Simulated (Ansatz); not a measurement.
Rock-salt LiI, treated with r²SCAN+rVV10 in Ansatz (PAW).

Settings: plane-wave cutoff 560 eV, 10×10×10 k mesh, Fermi–Dirac smearing 0.01 eV, scalar-relativistic PAW data made under PBE.

Computed at the level's own relaxed cell.

### Question
Estimate the smallest direct gap on the k points sampled, volume per atom, bulk modulus B0, width of the whole s-p valence band and equilibrium lattice constant a that the calculation returns.

### Answer

smallest direct gap on the k points sampled: 5.19 eV
volume per atom: 26.52 Å³/atom
bulk modulus B0: 22.7 GPa
width of the whole s-p valence band: 12.11 eV
equilibrium lattice constant a: 5.964 Å

Measured, for comparison: bulk modulus 24 GPa (0 K, extrapolated to 0 K; as tabulated in Doll and Stoll (1998), arXiv:cond-mat/9801031). Computed (rounded) less measured: bulk modulus -5 %.

Spin–orbit coupling is not included; with these elements it can move the gap by several tenths of an eV or more.

Static lattice: no zero-point or thermal effects.

It cost roughly 90 core-seconds of CPU time.

Ansatz is a first-principles code.
